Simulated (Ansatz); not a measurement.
**GaAs under changes of volume**

One of the cells (22.590 Å³/atom); the others are scaled copies at fixed shape and fractional positions:

```
CELL_PARAMETERS angstrom
0.00000 2.82685 2.82685
2.82685 0.00000 2.82685
2.82685 2.82685 0.00000
ATOMIC_POSITIONS crystal
As 0.75000 0.75000 0.75000
Ga 0.00000 0.00000 0.00000
```

- Program: Ansatz 0.2.0
- Functional: HSEsol
- Potentials or basis: Ansatz PAW
- Cutoff: 420 eV (not typed: the program's choice for these potentials)
- k mesh: 4 × 4 × 4
- Occupations: fermi-dirac, width 0.05 eV
- Spin: no spin polarisation

| volume (Å³/atom) | energy over the lowest point (meV/atom) | pressure (GPa) | gap on the mesh (eV) |
| --- | --- | --- | --- |
| 21.234 | ? | ? | ? |
| 21.686 | 5.12 | 2.6 | 1.71 |
| 22.138 | 0.23 | 0.9 | 1.54 |
| 22.590 | 0.00 | -0.7 | 1.36 |
| 23.041 | 4.14 | -2.1 | 1.20 |
| 23.493 | 11.96 | -3.4 | 1.03 |
| 23.945 | 23.17 | -4.5 | 0.88 |

Task: What does the run at 21.234 Å³/atom give?

Result: Energy over the lowest point 15.31 meV/atom; pressure 4.6 GPa; gap on the mesh 1.87 eV.

Worked out: A Birch-Murnaghan fit of order 3 (a polynomial in V^(-2/3)) to the other rows has its minimum at 22.38 Å³/atom with B0 = V·E''(V) = 79 GPa and B' = 4.8. It gives 15.42 meV/atom at 21.234 Å³/atom, against the run's 15.31, and -dE/dV = 4.7 GPa, against 4.6. A straight line through the other rows of the gap, of slope -8.42 eV per unit of ln V, extrapolates to 1.89 eV, against the run's 1.87.

Energies are extrapolated to zero smearing.

Caveats: all runs use coarse meshes; the PAW data sets come from PBE, with cores solved anew for the run's functional, which leaves a small shift of forces and pressure; the thresholds are loose for stress.

A mesh can miss the band edges. Spin-orbit coupling on As, Ga is left out.
